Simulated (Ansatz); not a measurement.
# Structures of SiRu2: which is lowest?

Plane-wave DFT in Ansatz with scalar-relativistic PAW potentials, cutoff 500 eV, Γ-centred meshes chosen by cell and gap, Gaussian smearing with energies taken to zero width. Every cell was relaxed (cell and atoms) in a run of its own, within the symmetry of its start. Functional: r2SCAN.

Relaxed structures (starts from databases or built by putting these elements on another compound's sites):
A. P6/mmm, 3 atoms in the computed cell, a = 4.201 Å, c = 2.673 Å; sites (symmetry × multiplicity) Si 6/mmm × 1, Ru -6m2 × 2; start: built
B. I4/mcm, 6 atoms in the computed cell, a = 5.689 Å, c = 4.841 Å; sites (symmetry × multiplicity) Ru m.2m × 8, Si 422 × 4; start: built

Rank them by energy. Could pressure change the order?

| structure | group | E − E(lowest) (meV/atom) | V (Å³/atom) | gap on mesh (eV) |
| --- | --- | --- | --- | --- |
| B | I4/mcm | 0.0 | 13.06 | 0.00 |
| A | P6/mmm | 578 | 13.62 | 0.00 |

B is lowest, 578 meV/atom under A. The lowest is also the densest of these, so pressure wouldn't bring one of the others in at first order. Other structures may lie lower than all of these, and vibrations aren't counted.